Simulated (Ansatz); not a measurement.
# C: the cost of one run

Method: DFT PBE+D3(BJ), scalar-relativistic, plane waves, PAW, in Ansatz 0.2.0.

### Step 1. The system as given

It takes space group P6/mmm (No. 191, hexagonal). The conventional cell has a = 2.456 Å, b = 2.456 Å, c = 20.000 Å, α = 90.00°, β = 90.00°, γ = 120.00°. Around C (site symmetry -6m2) lie 3 C at 1.42 Å.

Structure file:

```
C
1.0
     2.45623    0.00000    0.00000
    -1.22811    2.12716    0.00000
     0.00000    0.00000   20.00016
C
2
Direct
  0.00000 0.00000 0.50000
  0.33333 0.66667 0.50000
```

Free-standing sheet.

### Step 2. Relaxing the sheet and its cell in the plane

File input.yaml:

```yaml
crystal:
  lattice:
    - [2.45622751, 0.0, 0.0]
    - [-1.22811375, 2.12715542, 0.0]
    - [0.0, 0.0, 20.0001609214]
  atoms:
    - { symbol: C, position: [0.0, 0.0, 0.500004023] }
    - { symbol: C, position: [0.33333333, 0.66666666, 0.499995977] }
basis:
  ecutwfc: 600.0
  fft_grid_basis: typed
kpoints:
  mp_grid: { grid: [15, 15, 1] }
hamiltonian:
  xc: pbe
  dispersion: d3bj
  pseudopotentials: { kind: paw }
scf:
  occupations: { method: gaussian, width: 0.05 }
output:
  forces: true
  eigenvalues: true
  stress: true
efield:
  axis: 3
  dipole_correction: true
  ramp_width: 0.04
relax:
  adjacent_minimum: "off"
  f_tol: 0.02
  max_steps: 60
  cell: { fix: [c, alpha, beta], stress_tol: 0.05 }
```

The run is started by

```bash
> ansatz run input.yaml --threads 2 --pin off --max-ram 4423MiB --backend cpu --events-out ev --progress --plain --runs-dir out
```

Q: Estimate wall time and peak memory on 2 threads of Intel Xeon 6975P-C (Granite Rapids), shared host.

About 6 s, with a peak of 0.49 GiB.
